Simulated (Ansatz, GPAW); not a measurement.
Given: the input of a run of Ansatz 0.2.0 on MnS. 

Contents of input.yaml:

```yaml
crystal:
  lattice:
    - [0.0, 2.6045, 2.6045]
    - [2.6045, 0.0, 2.6045]
    - [2.6045, 2.6045, 0.0]
  atoms:
    - { symbol: Mn, position: [0.0, 0.0, 0.0], spin: 4.0 }
    - { symbol: S, position: [0.5, 0.5, 0.5] }
kpoints:
  mp_grid: { grid: [9, 9, 9] }
scf:
  occupations: { method: gaussian, width: 0.029 }
hamiltonian:
  xc: pbe
  pseudopotentials: { kind: all_electron, lapw: { basis_error: 0.001 } }
magnetization:
  spin_polarized: true
output:
  forces: true
  stress: true
  eigenvalues: true
```

Potentials or basis: all-electron LAPW, scalar-relativistic.

Command:

```bash
$ ansatz run input.yaml --threads 2 --pin off --max-ram 6144MiB --backend cpu --events-out ev --progress --plain --runs-dir out
```

**Question.** Set up the same calculation for GPAW 26.7.0 (ASE script). Potentials or basis there: GPAW PAW data sets (gpaw-data 1.2.1), cutoff 600 eV.

**Answer.** As run (cutoffs and basis follow the program's own potentials, and thresholds, step limits or extra output files can differ):

The input run.py:

```python
from ase.dft.bandgap import bandgap
from ase.io import read, write
from ase.units import Bohr, GPa
from gpaw import GPAW, PW
from gpaw.elf import elf_from_dft_calculation

atoms = read('MnS.xyz')
atoms.set_initial_magnetic_moments([4.0, 0.0])

calc = GPAW(mode=PW(600),
            xc='PBE',
            kpts={'size': (9, 9, 9), 'gamma': True},
            occupations={'name': 'methfessel-paxton', 'order': 0, 'width': 0.028999999999999998},
            nbands=21,
            convergence={'density': 1e-05, 'energy': 1e-05},
            maxiter=150,
            txt='gpaw.txt')
atoms.calc = calc
energy = atoms.get_potential_energy()
forces = atoms.get_forces()
stress = atoms.get_stress()
calc.write('gs.gpw')
write('result.traj', atoms)
print(f'Energy: {energy:.6f} eV')
print('Forces (eV/A):')
print(forces.round(4))
print('Stress (GPa):', (stress / GPa).round(3))
print('Moments:', calc.get_magnetic_moments().round(3))
print('Fermi level:', round(calc.get_fermi_level(), 4), 'eV')
print(f'Gap: {bandgap(calc)[0]:.4f} eV, direct: {bandgap(calc, direct=True)[0]:.4f} eV')

# fields on the real-space grid
write('density.cube', atoms, data=calc.get_pseudo_density() * Bohr**3)
write('potential.cube', atoms, data=calc.get_electrostatic_potential())
write('spin.cube', atoms, data=(calc.get_pseudo_density(spin=0) - calc.get_pseudo_density(spin=1)) * Bohr**3)
write('elf.cube', atoms, data=elf_from_dft_calculation(calc).data)
```

Contents of MnS.xyz:

```xyz
2
Lattice="0.0000000000 2.6045000000 2.6045000000 2.6045000000 0.0000000000 2.6045000000 2.6045000000 2.6045000000 0.0000000000" Properties=species:S:1:pos:R:3 pbc="T T T"
Mn     0.0000000000      0.0000000000      0.0000000000
S      2.6045000000      2.6045000000      2.6045000000
```

Potentials or basis: GPAW PAW data sets (gpaw-data 1.2.1), pw.

Run with:

```sh
$ OMP_NUM_THREADS=1 python run.py
```

Both were run:

|  | Ansatz | GPAW |
| --- | --- | --- |
| Pressure | -2.8 GPa | -2.9 GPa |
| Net moment | 4.72 μB per cell | 4.70 μB per cell |

Where Ansatz's input types no cutoff or centring, it takes its own default and a Γ-centred mesh.

The magnetic state is the one that the start led to; the real crystal's order can differ.

Pressure is positive in compression.
